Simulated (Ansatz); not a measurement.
# RbBr: how the settings move a single-point run

Question: which choices in the input matter for RbBr?

Method: reference: DFT, PBEsol, PAW with Ansatz's default frozen-core files, scalar-relativistic; levels and slopes on a fine mesh, independent-particle optical spectra, in Ansatz 0.2.0.

**1. The structure to begin with**

It takes space group Pm-3m (No. 221, cubic). The conventional cell has a = 4.070 Å, b = 4.070 Å, c = 4.070 Å, α = 90.00°, β = 90.00°, γ = 90.00°. Rb (site symmetry m-3m) has 8 Br at 3.52 Å as nearest neighbours. Around Br (site symmetry m-3m) lie 8 Rb at 3.52 Å.

Coordinates:

```cif
data_structure
_symmetry_space_group_name_H-M 'P 1'
_symmetry_Int_Tables_number 1
_cell_length_a 4.0701
_cell_length_b 4.0701
_cell_length_c 4.0701
_cell_angle_alpha 90.000
_cell_angle_beta 90.000
_cell_angle_gamma 90.000
_cell_volume 67.42
loop_
_atom_site_label
_atom_site_type_symbol
_atom_site_fract_x
_atom_site_fract_y
_atom_site_fract_z
_atom_site_occupancy
Rb1 Rb 0.00000 0.00000 0.00000 1
Br1 Br 0.50000 0.50000 0.50000 1
```

**2. The reference run**

Contents of input.yaml:

```yaml
crystal:
  lattice:
    - [4.07008511772, 0.0, 0.0]
    - [0.0, 4.07008511772, 0.0]
    - [0.0, 0.0, 4.07008511772]
  atoms:
    - { symbol: Rb, position: [0.0, 0.0, 0.0] }
    - { symbol: Br, position: [0.5, 0.5, 0.5] }
kpoints:
  mp_grid: { grid: [6, 6, 6] }
scf:
  occupations: { method: fixed }
hamiltonian:
  xc: pbesol
  pseudopotentials: { kind: paw }
output:
  forces: true
  stress: true
  eigenvalues: true
  eigenstates:
    nscf_kmesh: { grid: [10, 10, 10] }
    de_dk: true
    e_range: [-9, 14.04198001275]
  optics:
    e_range: [0, 20]
    de: 0.2
    sigma: 0.25
    bands: { spectra_wanted_up_to: 20 }
    nscf_kmesh: { grid: [10, 10, 10] }
checkpoint:
  write: ck
  write_wavefunctions: false
```

Command:

```bash
$ ansatz run input.yaml --threads 1 --pin off --max-ram 3072MiB --backend cpu --events-out ev --progress --plain --runs-dir out
```

**3. Variant: occupations.method gaussian, occupations.width 0.005, ecutrho_ratio 6**

input.yaml: that of step 2 with these lines changed.

```diff
@@ -11,3 +11,3 @@
 scf:
-  occupations: { method: fixed }
+  occupations: { method: gaussian, width: 0.005 }
 hamiltonian:
@@ -32 +32,3 @@
   write_wavefunctions: false
+basis:
+  ecutrho_ratio: 6
```

**4. Changed: mixing.algorithm anderson, mixing.beta 0.05, xc_grid 1**

input.yaml: that of step 2 with these lines changed.

```diff
@@ -12,2 +12,3 @@
   occupations: { method: fixed }
+  mixing: { algorithm: anderson, beta: 0.05 }
 hamiltonian:
@@ -32 +33,3 @@
   write_wavefunctions: false
+basis:
+  xc_grid: 1
```

Q: Predict the outcome of this session. Wanted: for each run, ending; energy change; pressure; gap; force.

**Answer**, as computed:

| run | ending | energy change | pressure (GPa) | gap (eV) | force (eV/Å) | cycles | time |
| --- | --- | --- | --- | --- | --- | --- | --- |
| reference | converged | 0 | 0.0 | 4.04 | 0.00 | - | 25 s |
| 1: occupations.method gaussian, occupations.width 0.005, ecutrho_ratio 6 | converged | 0.0 meV/atom (σ→0) | 0.0 | 4.04 | 0.00 | 7 | 27 s |
| 2: mixing.algorithm anderson, mixing.beta 0.05, xc_grid 1 | converged | 0.0 meV/atom | 0.0 | 4.04 | 0.00 | 13 | 27 s |

Residual by cycle in the longest SCF loop of each run; runs are numbered as in the table. The quantity is the density residual dr2, in eV.

| cycle | reference | run 1 | run 2 |
| --- | --- | --- | --- |
| 1 | 0.00369 | 0.00366 | 0.00369 |
| 2 | 3.4e-4 | 3.4e-4 | 0.00395 |
| 3 | 2.6e-5 | 2.5e-5 | 0.0157 |
| 4 | 1.7e-7 | 1.9e-7 | 0.00177 |
| 5 | 5.1e-9 | 5.4e-9 | 3.5e-4 |
| 6 | 9.1e-11 | 2.2e-10 | 3.2e-5 |
| 8 | - | - | 1.5e-6 |
| 9 | - | - | 6.0e-8 |
| 10 | - | - | 2.2e-10 |
| 11 | - | - | 4.2e-10 |
| 12 | - | - | 2.0e-11 |
| 13 | - | - | 1.8e-12 |

What this shows: Of the converged runs whose energies compare with the reference's, none moves it noticeably.

The gaps are Kohn-Sham values of a semilocal functional, not quasiparticle or optical gaps. Such gaps usually fall short of the measured ones.
